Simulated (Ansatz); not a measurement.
A series in volume scale on Cr

All results are calculated (Ansatz 0.2.0). Plane-wave DFT, scalar-relativistic PAW made under PBE with cores redone for the functional, no dispersion; the given relaxed cell is scaled uniformly, energy at zero smearing counts from the unscaled cell, pressure at the given Fermi-Dirac smearing is positive in compression.

The cell before it is scaled or strained (space group Fd-3m, No. 227):
```
cell vectors (Å)
   0.0000     2.7760     2.7760
   2.7760     0.0000     2.7760
   2.7760     2.7760     0.0000
atoms (fractions of the cell vectors)
Cr  0.12500  0.12500  0.12500
Cr  0.87500  0.87500  0.87500
```

Settings of every row: spin polarised yes; functional revPBE; wave cutoff 420 eV; smearing width 0.05 eV; k mesh 11x11x11.

Atom:
```csv
element,starting moment (Bohr magneton)
Cr,2.9
Cr,-2.9
```

Limits: search for a lower magnetic state is off; the cell comes from a prototype or a list of computed structures and needn't be the stable phase.

```csv
row,volume scale,V (Å³/atom),largest site moment (Bohr magneton),energy change per atom (meV),pressure (GPa)
1,0.88,18.825,2.53,31.91,4.54
2,0.92,19.681,?,?,?
3,0.96,20.537,2.79,2.85,1.15
4,1.04,22.248,3.01,2.81,-0.96
5,1.08,23.104,3.1,10.13,-1.71
6,1.12,23.959,3.19,21,-2.3
```

Question: what largest site moment and energy change per atom should row 2 give?

Worked fit of largest site moment. Take t = volume scale − 1. The shown rows have t = -0.12, -0.04, 0.04, 0.08, 0.12. Least squares give largest site moment = 2.904 + 2.741 × t − 3.09 × t² Bohr magneton; a straight line predicts inner rows, each left out in turn, worse (root mean square 0.022 against 0.0033 Bohr magneton). All shown rows lie on it to the printed digit. The withheld row has t = -0.08, so the fit gives 2.904 + 2.741 × (-0.08) − 3.09 × (-0.08)² = 2.66 Bohr magneton.

The calculation gave 2.67 Bohr magneton. The fit lies 0.01 Bohr magneton (1.5 % of the column's range) below it, one unit of the last digit.

Worked fit of energy change per atom. Take u = (V_r/V)^(2/3) − 1 with V_r = 22.248 Å³ an atom, which is twice the finite (Eulerian) strain; such expansions in the strain, on which the Birch-Murnaghan equation of state is built, carry the rest volume and the bulk modulus. The shown rows have u = 0.11782, 0.0548, 0, -0.02485, -0.04819. Least squares give energy change per atom = 2.642 − 200.804 × u + 3807.82 × u² meV; a straight line predicts inner rows, each left out in turn, worse (root mean square 13 against 0.37 meV). The rows lie off it by 0.07, -0.22, 0.17, 0.15, -0.16 (root mean square 0.16 meV). The withheld row has u = 0.08517, so the fit gives 2.642 − 200.804 × (0.08517) + 3807.82 × (0.08517)² = 13.16 meV.

The calculation gave 12.85 meV. The fit lies 0.31 meV (2.4 % of the value, 1.1 % of the column's range) above it; its largest miss of a shown row is 0.22 meV.

The other values of row 2: pressure 2.64 GPa.
